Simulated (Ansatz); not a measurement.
# WS2 under changes of volume

One of the cells (17.744 Å³/atom); the others are scaled copies at fixed shape and fractional positions:

```xyz
3
Lattice="1.5790 0.9116 6.1633 -1.5790 0.9116 6.1633 0.0000 -1.8233 6.1633" Properties=species:S:1:pos:R:3 pbc="T T T"
W     0.0000    0.0000    0.0000
S     0.0000    0.0000   10.7427
S     0.0000    0.0000   13.8730
```

Measurements of this composition are mostly on another form, of space group No. 194.

```yaml
Program: Ansatz 0.2.0
Functional: PBE
Potentials_or_basis: all-electron LAPW, scalar-relativistic
Cutoff: 289 eV (chosen from the basis error)
Basis_error_allowed: 0.001 eV/atom
k_mesh: 10 × 10 × 10
Occupations: fermi-dirac, width 0.05 eV
Spin: no spin polarisation
```

```tsv
volume (Å³/atom)	energy over the lowest point (meV/atom)	pressure (GPa)	gap on the mesh (eV)	largest force (eV/Å)
16.679	76.30	17.0	0.99	1.763
17.034	43.75	12.5	1.02	1.314
17.389	?	?	?	?
17.744	6.51	4.6	1.07	0.610
18.099	0.00	1.3	1.08	0.583
18.454	0.50	-1.7	1.10	0.733
18.809	7.32	-4.4	1.11	1.016
```

Problem. What does the run at 17.389 Å³/atom give?

Solution. Energy over the lowest point 20.81 meV/atom; pressure 8.3 GPa; gap on the mesh 1.05 eV; largest force 0.897 eV/Å.

Worked out: A Birch-Murnaghan fit of order 3 (a polynomial in V^(-2/3)) to the other rows has its minimum at 18.25 Å³/atom with B0 = V·E''(V) = 156 GPa and B' = 4.3 at fixed shape and positions, which overstates the stiffness. It gives 20.81 meV/atom at 17.389 Å³/atom, against the run's 20.81, and -dE/dV = 8.3 GPa, against 8.3. A parabola through the other rows of the gap, of slope 1.15 eV per unit of ln V there, gives 1.05 eV, against the run's 1.05.

Energies are extrapolated to zero smearing.

Caveats: spin-orbit coupling is left out, which moves the levels of the heavy elements; forces of over 1 eV/Å show positions far from the minimum, so gaps and moduli don't describe the material at rest (some runs).

A mesh can miss the band edges.

The runs don't all hold the same shells in valence.
